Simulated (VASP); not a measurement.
A run of VASP 6.6.1:

INCAR

```
  ALGO = Normal
  EDIFF = 1E-7
  EDIFFG = -0.005
  ENCUT = 600
  GGA = PE
  IBRION = 2
  ISIF = 3
  ISMEAR = -1
  IVDW = 13
  LASPH = True
  LCHARG = False
  LREAL = False
  LWAVE = False
  NELM = 100
  NSW = 40
  PREC = Accurate
  SIGMA = 0.05
```

Contents of KPOINTS:

```
k-points
0
Gamma
  9 9 2
```

The input POSCAR:

```
MoSe2
1.0
    3.2880000000      0.0000000000      0.0000000000
   -1.6440000000      2.8474915276      0.0000000000
    0.0000000000      0.0000000000     12.9000000000
Mo Se
2 4
Direct
    0.6666666667      0.3333333333      0.7500000000
    0.3333333333      0.6666666667      0.2500000000
    0.6666666667      0.3333333333      0.3750000000
    0.3333333333      0.6666666667      0.8750000000
    0.6666666667      0.3333333333      0.1250000000
    0.3333333333      0.6666666667      0.6250000000
```

Potentials or basis: VASP PAW PBE potentials, release 64 (Mo_sv, Se).

Run with:

```console
$ cat potpaw_PBE.64/Mo_sv/POTCAR potpaw_PBE.64/Se/POTCAR > POTCAR
$ mpirun -np 1 vasp_std > vasp.out
```

Hardware: 1 thread of AMD EPYC 9R45 (Zen 5), on a shared host.

Q: Estimate the wall time of this run.

A: Wall time 16 min on 1 thread of AMD EPYC 9R45 (Zen 5) (shared host), peak memory 0.31 GiB. Counts: scf iterations 177, k points 24, ion steps 19.
